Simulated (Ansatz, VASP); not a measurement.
One calculation of NaI, two programs

The input INCAR:

```
SYSTEM = NaI
PREC = Accurate
ENCUT = 520
EDIFF = 1E-7
ISMEAR = 0
SIGMA = 0.01
LREAL = .FALSE.
LASPH = .TRUE.
NELM = 100
ALGO = Normal
ISIF = 2
LWAVE = .FALSE.
LCHARG = .FALSE.
METAGGA = R2SCAN
LMIXTAU = .TRUE.
NBANDS = 14
```

The input KPOINTS:

```
Automatic mesh
0
G
  4 4 4
  0 0 0
```

POSCAR

```
NaI
1.0
    4.0405365579      0.0000000000      0.0000000000
    0.0000000000      4.0405365579      0.0000000000
    0.0000000000      0.0000000000      4.0405365579
Na I
1 1
Direct
    0.0000000000      0.0000000000      0.0000000000
    0.5000000000      0.5000000000      0.5000000000
```

Input for Ansatz:

```yaml
crystal:
  lattice:
    - [4.0405365579, 0.0, 0.0]
    - [0.0, 4.0405365579, 0.0]
    - [0.0, 0.0, 4.0405365579]
  atoms:
    - { symbol: Na, position: [0.0, 0.0, 0.0] }
    - { symbol: I, position: [0.5, 0.5, 0.5] }
kpoints:
  mp_grid: { grid: [4, 4, 4] }
hamiltonian:
  xc: r2scan
scf:
  occupations: { method: fixed }
  n_extra_bands: 4
output:
  forces: true
  stress: true
  eigenvalues: true
```

Alike in both runs: task single point; functional r2SCAN; k mesh 4 × 4 × 4; no spin polarisation.

```csv
,VASP,Ansatz
version,VASP 6.6.1,Ansatz 0.2.0
potentials or method,"VASP PAW PBE potentials, release 64 (Na_pv, I)",plane waves
plane-wave cutoff (eV),520,500
occupations,"gaussian, width 0.01 eV",fixed
valence electrons in the cell,14,26
```

|  | VASP | Ansatz | Ansatz less VASP |
| --- | --- | --- | --- |
| gap on the k mesh at the Fermi level (eV) | 3.06 | 3.05 | -0.013 |
| pressure (GPa) | 0.2 | 0.2 | +0.01 |

The two sets of potentials don't hold the same shells in valence.

Caveats: the PAW data sets were made with another functional, which shifts forces and pressure a little (VASP); spin-orbit coupling is left out, which moves the levels of the heavy elements. A k mesh can miss the band edges. r2SCAN opens gaps a little over a GGA but as a rule still falls short of measured ones.
